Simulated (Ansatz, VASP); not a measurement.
## Two plane-wave programs on BN

```
B N
1.0
     2.55409    0.00000    0.00000
    -1.27705    2.21191    0.00000
     0.00000    0.00000    4.22385
B N
2 2
Direct
  0.66667 0.33333 0.00018
  0.33333 0.66667 0.50018
  0.66667 0.33333 0.37482
  0.33333 0.66667 0.87482
```

Alike in both runs: functional PBE; k mesh 12 × 12 × 6; occupations fermi-dirac, width 0.02 eV; no spin polarisation.

Ansatz relaxed the structure, and its values are those at the end. VASP's run is a single point on that final structure, the one shown.

|  | VASP | Ansatz |
| --- | --- | --- |
| version | VASP 6.6.1 | Ansatz 0.2.0 |
| potentials or method | VASP PAW PBE potentials, release 64 (B, N) | PAW plane waves |
| plane-wave cutoff (eV) | 520 | 420 |
| valence electrons in the cell | 16 | 16 |

Ansatz gave:

```
gap on the k mesh at the Fermi level (eV) : 5.22
pressure (GPa)                            : 0.0
rms of the force components (eV/Å)        : 0.001
```

Problem. Which values does VASP return?

Solution. gap on the k mesh at the Fermi level (eV): 5.21; pressure (GPa): 0.4; rms of the force components (eV/Å): 0.003.

A k mesh can miss the band edges. PBE gaps usually lie below the measured ones, often by a third to a half.
